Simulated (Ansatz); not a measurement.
# Fe (Fmmm) in Ansatz: single point with PBE

Aim: the single point of Fe with PBE.

Everything below comes from runs of Ansatz 0.2.0. Logs are shortened: lines on timing, memory, paths and dates and some standing lists are left out, and cuts for length are marked.

### 1 Starting point

It takes space group Fmmm (No. 69, orthorhombic). The conventional cell has a = 2.997 Å, b = 3.883 Å, c = 3.930 Å, α = 90.00°, β = 90.00°, γ = 90.00°. Fe (site symmetry mmm) is surrounded by 12 Fe at 2.45 to 2.76 Å.

### 2 Single point, PBE, collinear spin, ferromagnetic start

File input.yaml:

```yaml
crystal:
  lattice:
    - [0.0, 1.9417396906, 1.9651051623]
    - [1.4984397099, 0.0, 1.9651051623]
    - [1.4984397099, 1.9417396906, 0.0]
  atoms:
    - { symbol: Fe, position: [0.0, 0.0, 0.0], spin: 4.5 }
hamiltonian:
  xc: pbe
  pseudopotentials: { kind: paw }
magnetization:
  spin_polarized: true
kpoints:
  mp_grid: { grid: [13, 13, 13] }
scf:
  occupations: { method: fermi_dirac, width: 0.05 }
output:
  forces: true
  stress: true
  eigenvalues: true
```

Potentials or basis: Ansatz PAW.

Run with:

```bash
ansatz run input.yaml --threads 2 --pin off --max-ram 5120MiB --backend cpu --events-out ev --progress --plain --runs-dir out
```

Log:

```text
Warning: where an SCF of this run starts from atoms to list the orders of its open shells, Fe (site 0, from 0) starts with 4.00 μB on its 3d shell, in the place of the 4.50 μB that the deck gives it: its open shells can hold no more by Hund's first rule. To start from spheres of the given moment, type scf.initial_density.shell_occupations: []
Warning: RAYON_NUM_THREADS=2 ignored (pool sized by the plan → 2); use --threads N
Engine: ansatz 0.2.0, aarch64-unknown-linux-gnu
Pseudopotentials: kind: paw
Pseudopotential: Fe, paw, valence charge 16, recommended cutoff 420 eV (normal), Fe.paw.azcp
Functional definition: PBE
  parameter kappa = 0.804
  parameter beta = 0.06672455060314922
  exchange = pbe_x(kappa = kappa, mu = beta*pi^2/3)
  correlation = pbe_c(beta = beta)
Crystal: 1 atoms, lattice volume = 11.435 Å³
Basis set: ecut = 420 eV, 221 PW (Γ), exchange–correlation on 40×36×36 points (8 copies of the dense FFT grid, shifted against one another)
Bands: 15, of which v1, the nominal top of the filled ones, is band 8 counted from 1 (7 counted from 0)
Symmetry: 8 space group operations
Space group: Fmmm (ITA 69), of the structure as read, at distance tolerance 2.3e-5 Å
Magnetic group: BNS 69.521 (UNI 619), of the structure as read, at distance tolerance 2.3e-5 Å
k-points: 343 of 2197
Non-local potential: Fe, projectors of the file, l = 0: 3, l = 1: 2, l = 2: 3, l = 3: 1
PAW form: soft (Blöchl's): semilocal exchange-correlation on the pseudo side does not see the compensation charge
PAW one-centre angular grid: Fe, 590 points (default); XC on 64 Gauss nodes
Initial density: superposition of atomic densities (chi_scale 0.1, normalization cell)
Starting moments: Σ|m| = 4.5 μB on 1 of 1 site
Initial wavefunctions: pseudopotential atomic-orbital guess
Functional: x = pbe(κ = 0.804, μ = 0.2195149727645171), c = pbe(β = 0.06672455060314922)
SCF iter   1: F=—  HF=-4480.965863 eV  |F-HF|=—  |Δ(HF+E_count)|=         —  Δρ=2.42e-1 (↑2.42e-1 ↓1.17e-1)  dr2=1.63e0  dr2_m=3.24e0  M=2.167 μB ∫|m|=2.200 μB  β_m=0.30  ethr=3.10e-3  ⟨swp⟩=5.0  Hψ=48854  notcnv=0
Mixer restart at iter 1: flushing history
preconditioner: auto → none  [metal: Δε(μ)=0.001 eV  Ē_g=16.693 eV  σ=0.050 eV  W_gap=0.00  n_scr=0 (ndim 8)  ℏωp=31.1 eV  f_vac=0.000  D(μ)=1.24/eV (n_scr^D=14)]
SCF iter   2: F=—  HF=-4479.937240 eV  |F-HF|=—  |Δ(HF+E_count)|=         —  Δρ=9.35e-2 (↑6.64e-2 ↓9.35e-2)  dr2=6.71e-2  dr2_m=6.56e-1  M=2.447 μB ∫|m|=2.503 μB  β_m=0.30  ethr=3.10e-3  ⟨swp⟩=3.1  Hψ=24563  notcnv=0  defer=1130
Mixer restart at iter 2: flushing history
SCF iter   3: F=—  HF=-4480.194709 eV  |F-HF|=—  |Δ(HF+E_count)|=   2.57e-1  Δρ=7.34e-2 (↑7.34e-2 ↓7.33e-2)  dr2=2.21e-3  dr2_m=5.62e-1  M=2.299 μB ∫|m|=2.368 μB  β_m=0.65  ethr=4.20e-4  ⟨swp⟩=3.2  Hψ=20989  notcnv=0  defer=1133
SCF iter   4: F=—  HF=-4480.492230 eV  |F-HF|=—  |Δ(HF+E_count)|=   2.98e-1  Δρ=4.60e-2 (↑4.60e-2 ↓2.85e-2)  dr2=4.07e-1  dr2_m=8.51e-3  M=2.331 μB ∫|m|=2.433 μB  β_m=0.56  ethr=1.38e-5  ⟨swp⟩=2.1  Hψ=20209  notcnv=0  defer=1132
SCF iter   5: F=—  HF=-4480.470804 eV  |F-HF|=—  |Δ(HF+E_count)|=   2.14e-2  Δρ=1.00e-2 (↑1.00e-2 ↓7.37e-3)  dr2=2.09e-3  dr2_m=7.51e-3  M=2.167 μB ∫|m|=2.285 μB  β_m=0.65  ethr=1.38e-5  ⟨swp⟩=3.3  Hψ=28464  notcnv=0  defer=1133
SCF iter   6: F=—  HF=-4480.466733 eV  |F-HF|=—  |Δ(HF+E_count)|=   4.07e-3  Δρ=3.49e-3 (↑1.55e-3 ↓3.49e-3)  dr2=5.67e-4  dr2_m=5.86e-4  M=2.182 μB ∫|m|=2.295 μB  β_m=0.76  ethr=1.31e-5  ⟨swp⟩=2.6  Hψ=19652  notcnv=0  defer=1134
SCF iter   7: F=—  HF=-4480.468025 eV  |F-HF|=—  |Δ(HF+E_count)|=   1.29e-3  Δρ=4.15e-4 (↑4.15e-4 ↓2.51e-4)  dr2=3.42e-6  dr2_m=1.09e-5  M=2.170 μB ∫|m|=2.287 μB  β_m=0.88  ethr=3.54e-6  ⟨swp⟩=2.2  Hψ=15231  notcnv=0  defer=1133
SCF iter   8: F=—  HF=-4480.468027 eV  |F-HF|=—  |Δ(HF+E_count)|=   1.36e-6  Δρ=9.36e-5 (↑9.36e-5 ↓4.93e-5)  dr2=2.43e-7  dr2_m=4.74e-7  M=2.170 μB ∫|m|=2.287 μB  β_m=0.94  ethr=2.14e-8  ⟨swp⟩=2.1  Hψ=14311  notcnv=0  defer=1133
SCF iter   9: F=—  HF=-4480.468027 eV  |F-HF|=—  |Δ(HF+E_count)|=   3.93e-8  Δρ=1.50e-5 (↑1.50e-5 ↓7.92e-6)  dr2=7.35e-9  dr2_m=1.25e-8  M=2.170 μB ∫|m|=2.287 μB  β_m=0.92  ethr=1.52e-9  ⟨swp⟩=2.2  Hψ=14885  notcnv=0  defer=1133
SCF iter  10: F=-4480.468027 eV  HF=-4480.468027 eV  |F-HF|=3.20e-9  |Δ(HF+E_count)|=   2.29e-9  Δρ=5.67e-6 (↑5.67e-6 ↓1.24e-6)  dr2=4.00e-9  dr2_m=5.43e-10  M=2.170 μB ∫|m|=2.287 μB  ethr=4.59e-11  ⟨swp⟩=6.0  Hψ=40035  notcnv=0
SCF 1 converged in 10 iterations: F = -4480.468027 eV  dr2 = 4.00e-9
SCF converged after 10 iterations
Magnetization: 2.1697 μB (9.0849 up, 6.9151 down)
Absolute magnetization: 2.2868 μB (∫|ρ↑−ρ↓|, with the PAW one-centre terms)
Spin contamination: 0.0370 ħ² per cell (⟨S²⟩ above its minimum at these occupations)
Per-site moments (μB) at R_I (Å): [(2.216661533103613, 1.011733477502028)]
Free energy (F): -4480.468027 eV
Harris-Foulkes:  -4480.468027 eV  (|F-HF|=3.20e-9)
Internal energy: -4480.458656 eV  (E = F + TS)
E sigma→0 (E₀):  -4480.463342 eV
Entropy (-TS):   -0.009370 eV (-9.370 meV/atom)
Fermi energy:    18.424889 eV
--- Per-component energies (eV) ---
  E_band       = -213.747646
  E_kinetic    = 350.358231
  E_local      = -2072.516129  (includes V_loc(G=0)·N_el)
  E_nonlocal   = 218.456425
  E_hartree    = 870.250032
  E_xc         = -117.864168
  E_vxc        = -151.771090  (∫ρ·V_xc dr)
  E_paw        = -1366.259039  (= ΣΔE_a)
  E_vpaw       = -298.779854  (= ΣTr[D̂ρ^β])
  E_aug_tail   = 0.000971  (compensation charges beyond the density's cutoff)
  E_ewald      = -2362.884979
  E_smearing   = -0.009370  (= −TS)
  E_closure    = 0.000000  (closes the sum)
  Σ components = -4480.468027   (vs F -4480.468027, Δ=0.00e0)
--- Forces (eV/Å), atoms counted from 1 ---
  atom   1  Fe     0.00000000     0.00000000    -0.00000000
  max |Σ_I F_I| component: 1.36e-31 eV/Å
--- Stress (GPa, compression-positive) ---
       -6.423246       0.000000       0.000000
        0.000000       2.280234      -0.000000
        0.000000      -0.000000       0.832636
  P = ⅓ Tr σ = -1.1035 GPa (-11.035 kbar)
--- Band table (eV; the first three rows and the last of 686) ---
  k-point 0 ↑: bands = ["-69.6745", "-35.4790", "-35.4737", "-35.4688", "9.8952", "15.9685", "16.0571", "16.3871", "17.0773", "17.4638", "41.6234", "43.1093", "43.3673", "47.6535", "48.7153"]
  k-point 1 ↑: bands = ["-69.6701", "-35.4982", "-35.4820", "-35.4722", "10.1338", "15.9812", "16.0658", "16.4283", "17.0406", "17.4360", "40.7865", "42.3883", "43.1223", "46.8327", "47.7953"]
  k-point 2 ↑: bands = ["-69.6581", "-35.5632", "-35.5012", "-35.4728", "10.8202", "15.9353", "15.9869", "16.7045", "16.9782", "17.3905", "37.9414", "41.3179", "42.8024", "46.0005", "46.1541"]
  k-point 342 ↓: bands = ["-66.9678", "-33.3079", "-33.0653", "-32.9257", "14.8745", "16.2845", "18.7914", "20.3038", "20.6226", "21.5387", "27.4907", "34.7408", "36.8500", "41.9157", "46.2079"]
```

Run time: 7 s. Hardware: 2 threads of Arm Neoverse V1, shared host; peak memory 0.39 GiB.

What came out:

```
Free energy            : -4480.4680 eV
Pressure               : -1.1 GPa
Band gap on the k mesh : none (metal or under the smearing width)
Net moment             : 2.17 μB per cell
Absolute moment        : 2.29 μB per cell
Site moments           : Fe +2.22 μB
```
